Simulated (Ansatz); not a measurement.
# Molecular dynamics of H$_{5}$C$_{2}$

Input:

```yaml
accuracy: low
crystal:
  lattice:
    - [5.408, 0.0, 0.0]
    - [0.0, 4.887, 0.0]
    - [-1.839948, 0.0, 7.038481]
  atoms:
    - { symbol: H, position: [0.17576169, 0.91808929, 0.21607757] }
    - { symbol: H, position: [0.92332968, 0.38512453, 0.28467438] }
    - { symbol: H, position: [0.83951252, 0.22468296, 0.86310763] }
    - { symbol: H, position: [0.08434609, 0.48807238, 0.70278521] }
    - { symbol: H, position: [0.23718356, 0.94512953, -0.01151791] }
    - { symbol: H, position: [0.79484428, 0.20930836, 0.43169004] }
    - { symbol: H, position: [0.86311636, 0.23517272, 1.09544358] }
    - { symbol: H, position: [0.28948351, 0.5717044, 0.53550411] }
    - { symbol: H, position: [0.51043562, 0.36427379, 0.23658477] }
    - { symbol: H, position: [0.58521802, 0.73783973, 0.34367714] }
    - { symbol: H, position: [0.52440371, 0.81598459, 0.90258237] }
    - { symbol: H, position: [0.42009893, 0.06924007, 0.53951019] }
    - { symbol: H, position: [0.15752383, 0.49912178, 0.15000708] }
    - { symbol: H, position: [0.87062098, 0.8324924, 0.36292517] }
    - { symbol: H, position: [0.8139793, 0.63244734, 0.88062681] }
    - { symbol: H, position: [0.39947175, 0.1168803, 0.77484339] }
    - { symbol: H, position: [0.36019311, 0.48697195, 0.99012569] }
    - { symbol: H, position: [0.75281147, 0.7594159, 0.56823383] }
    - { symbol: H, position: [0.76997528, 0.64939088, 0.07659459] }
    - { symbol: H, position: [0.14057267, -0.0266283, 0.57468084] }
    - { symbol: C, position: [0.18037142, 1.07261992, 0.09428362] }
    - { symbol: C, position: [0.90040902, 0.40419004, 0.42049411] }
    - { symbol: C, position: [0.88662147, 0.07816169, 0.99258862] }
    - { symbol: C, position: [0.14501099, 0.42415914, 0.5681472] }
    - { symbol: C, position: [0.31068833, 0.36095327, 0.11263103] }
    - { symbol: C, position: [0.77286666, 0.68865751, 0.42690923] }
    - { symbol: C, position: [0.74311172, 0.80082367, 0.95396201] }
    - { symbol: C, position: [0.28167988, 0.14036119, 0.6113112] }
basis:
  ecutwfc: 420.0
kpoints:
  mp_grid: { grid: [2, 2, 2] }
hamiltonian:
  xc: pbe
  dispersion: d3bj
scf:
  occupations: { method: fermi_dirac, width: 0.05 }
  lower_state_search: "off"
md:
  timestep: 0.75
  n_steps: 200
  ensemble: nvt_nose_hoover
  temperature: 1920.0
  initial_velocities: zero
  seed: 420805
  nose_hoover: { tau: 100.0, chain_length: 1 }
```

Run as:

```bash
$ ansatz run input.yaml --threads 1 --pin off --max-ram 3072MiB --backend cpu --events-out ev --progress --plain --runs-dir out
```

It goes on from the last frame of an earlier run, with new velocities.

Output, in part (step lines):

```
md step     0: t =     0.00 fs  T =     0.0 K  F+E_penalty+E_count = -2327.78901610 eV  E_kin = 0.000000 eV  conserved = -2327.78901610 eV  (7 SCF iters)
[... lines left out ...]
```

The steps, from the saved trajectory:

```csv
time (fs),T (K),potential energy less start (eV),conserved less start (meV/atom)
0.0,0,0.000,0.00
4.5,576,-2.033,-0.94
9.0,609,-2.145,-1.15
13.5,417,-1.468,-1.27
18.0,734,-2.566,-1.63
22.5,398,-1.326,-0.32
27.0,468,-1.539,-0.30
31.5,618,-2.036,-0.86
36.0,701,-2.301,-1.54
40.5,689,-2.208,-1.49
45.0,467,-1.347,-0.43
49.5,591,-1.711,-0.29
54.0,681,-1.948,-0.67
58.5,732,-2.069,-1.34
63.0,742,-2.013,-1.29
67.5,610,-1.437,-0.42
72.0,696,-1.622,-0.38
76.5,636,-1.296,-0.52
81.0,664,-1.306,-0.96
85.5,764,-1.539,-0.96
90.0,726,-1.244,-0.27
94.5,809,-1.375,-0.51
99.0,769,-1.068,-0.40
103.5,899,-1.360,-0.50
108.0,870,-1.057,-0.42
112.5,774,-0.515,-0.03
117.0,978,-1.023,-0.58
121.5,941,-0.662,-0.40
126.0,844,-0.113,-0.01
130.5,953,-0.261,-0.11
135.0,973,-0.037,0.44
139.5,1272,-0.780,-0.47
144.0,1116,0.100,0.00
148.5,1172,0.182,0.18
```

The run went to its last step. The conserved energy stayed within 1.9 meV per atom of its start (net change -0.73 meV per atom), so there is no drift, though single steps change it by up to 32 meV in the whole system, a sign of fast motions only just resolved. The mean temperature of the second half is 54 % below the set value. A run of 0.15 ps of so small a system gives no equilibrium averages. Limits of this set-up: coarse k mesh, low accuracy level.

Mean squared displacements from the first frame to the last, about the centre of mass: H 1.72 Å², C 0.76 Å².

Last frame:

```xyz
28
Lattice="5.4080 0.0000 0.0000 0.0000 4.8870 0.0000 -1.8399 0.0000 7.0385" Properties=species:S:1:pos:R:3
H 0.551 3.881 1.553
H 3.895 1.903 2.493
H 3.878 0.032 5.659
H -0.052 3.786 4.449
H 1.811 4.035 0.215
H 3.293 2.394 4.319
H 2.434 0.293 6.719
H 0.446 3.212 2.985
H 1.804 0.594 2.159
H 2.229 4.146 3.410
H 1.800 3.179 5.656
H 0.301 0.930 3.599
H 0.397 1.229 1.913
H 3.072 4.162 1.906
H 2.881 2.412 6.135
H 1.587 1.692 4.443
H -0.111 1.565 7.769
H 3.982 4.836 3.158
H 3.637 3.026 0.221
H 0.195 1.312 5.261
C 0.799 4.480 0.612
C 3.859 2.626 3.399
C 3.281 -0.418 6.532
C -0.169 2.960 3.800
C 1.199 0.829 1.331
C 3.217 3.964 2.966
C 2.433 3.287 6.486
C 0.469 1.659 4.299
```

Run time: 8.4 min on 1 thread of Arm Neoverse V1, on a shared host, peak memory 0.44 GiB.
